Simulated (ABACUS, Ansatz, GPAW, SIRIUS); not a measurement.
**The equilibrium volume of CuI, sorted by core time**

Symmetry: F-43m, No. 216, cubic system. The conventional cell has a = 6.063 Å, b = 6.063 Å, c = 6.063 Å, α = 90.00°, β = 90.00°, γ = 90.00°. I (site symmetry -43m) is surrounded by 4 Cu at 2.63 Å. Cu (site symmetry -43m) is surrounded by 4 I at 2.63 Å.

```csv
rung,level,program and potentials,cutoff (eV),k mesh,smearing,task,core time,chip,equilibrium volume (Å³/atom),miss,notes
GGA,PBEsol,"Ansatz, all-electron LAPW, scalar-relativistic",-,8 × 8 × 8,fermi-dirac 0.05,relaxation of cell and atoms,36 s,Arm Neoverse V1,26.20,-5.5 %,-
LDA,LDA,"Ansatz, all-electron LAPW, scalar-relativistic",-,8 × 8 × 8,fermi-dirac 0.05,relaxation of cell and atoms,42 s,Arm Neoverse V2,25.19,-9.1 %,-
GGA + dispersion,PBEsol+D4,"Ansatz, all-electron LAPW, scalar-relativistic",-,8 × 8 × 8,fermi-dirac 0.05,relaxation of cell and atoms,47 s,Arm Neoverse V1,25.56,-7.8 %,-
GGA + dispersion,RPBE+D4,"Ansatz, all-electron LAPW, scalar-relativistic",-,8 × 8 × 8,fermi-dirac 0.05,relaxation of cell and atoms,53 s,Arm Neoverse V1,(a),?,-
GGA + dispersion,revPBE+D3(BJ),"Ansatz, all-electron LAPW, scalar-relativistic",-,8 × 8 × 8,fermi-dirac 0.05,relaxation of cell and atoms,75 s,Intel Xeon Skylake/Cascade Lake,26.15,-5.7 %,-
GGA,PBEsol,"GPAW, PAW data sets generated for this functional",600,8 × 8 × 8,fermi-dirac 0.05,equation of state,2.1 min,Arm Neoverse V1,26.68,-3.8 %,-
GGA,RPBE,"ABACUS, GBRV ultrasoft 1.5 PBE, plane waves",544,6 × 6 × 6,fermi-dirac 0.05,relaxation of cell and atoms,2.3 min,Intel Xeon 6975P-C Granite Rapids,29.55,+6.6 %,potentials made for PBE
GGA,PBE,"ABACUS, GBRV ultrasoft 1.5 PBE, plane waves",544,6 × 6 × 6,fermi-dirac 0.05,equation of state,6.5 min,Intel Xeon Platinum 8488C Sapphire Rapids,28.12,+1.4 %,fit through 4 volumes
GGA,PBEsol,"SIRIUS, PseudoDojo 0.4.1 PBEsol standard (scalar relativistic)",1254,8 × 8 × 8,fermi-dirac 0.05,equation of state,17 min,Arm Neoverse N1,(b),?,-
```

Times are single runs on shared hosts and different chips, so they are rough; meshes, cutoffs and the tasks' sizes weigh on the time. All rows: no spin polarisation. Smearing widths are in eV. Meshes differ between rows, which moves values too. Meshes are those of the run's cell of 2 atoms unless a note names another. Relaxations start from the cell shown or near it and stop with a little pressure left. The cell shown, of 27.86 Å³ an atom, is the runs' start and not the measured value. Misses use the values as printed. Runs on faulty files, with rough fits or with known faults for this quantity aren't shown. No row holds spin-orbit coupling.

Measured: 27.72 Å³/atom (arxiv:2305.18931). The runs are for a static lattice.

Estimate the values left out from the other rows.

(a) 26.35 Å³/atom, miss -4.9 %; (b) 26.33 Å³/atom, miss -5.0 %.
